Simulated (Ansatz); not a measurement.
Runs of Ansatz 0.2.0 on CaO. Symmetry: Fm-3m, No. 225, cubic system. The conventional cell has a = 4.807 Å, b = 4.807 Å, c = 4.807 Å, α = 90.00°, β = 90.00°, γ = 90.00°. Around Ca (site symmetry m-3m) lie 6 O at 2.40 Å. Around O (site symmetry m-3m) lie 6 Ca at 2.40 Å. The cell is a database's computed one.

```tsv
task	level	cell	k mesh	smearing	points for each segment of the path	mesh quality	gap on the mesh (eV)	pressure (GPa)
single point	PBE	as given	10 × 10 × 10	gaussian 0.022 eV	-	not flagged	3.66	1.6
single point	PBE	as given	10 × 10 × 10	gaussian 0.018 eV	-	not flagged	3.66	1.6
band structure	HSE03	as given	5 × 5 × 5	fermi-dirac 0.05 eV	4	coarse	5.25	(a)
relaxation of cell and atoms	PBEsol0	relaxed	5 × 5 × 5	fermi-dirac 0.05 eV	-	coarse	6.16	0.0
single point	PBE	as given	10 × 10 × 10	gaussian 0.017 eV	-	not flagged	3.66	1.6
```

Alike in all rows: potentials or basis Ansatz PAW; no spin polarisation; cutoff (eV) 420.

Fill in the values left out.

(a) -0.6.

Caveats: some runs use coarse meshes; the PAW data sets come from PBE, with cores solved anew for the run's functional, which leaves a small shift of forces and pressure (some runs); the k mesh misses the band edges, so the gap on the mesh is wider than the one along the path (some runs); the thresholds are loose for stress (some runs); odd divisions of the mesh miss points on the zone boundary, where band edges often lie, so the gap on the mesh can be too wide (some runs); the plane-wave basis is chosen anew once the cell has moved, so the energies of steps on either side of that aren't comparable (some runs).
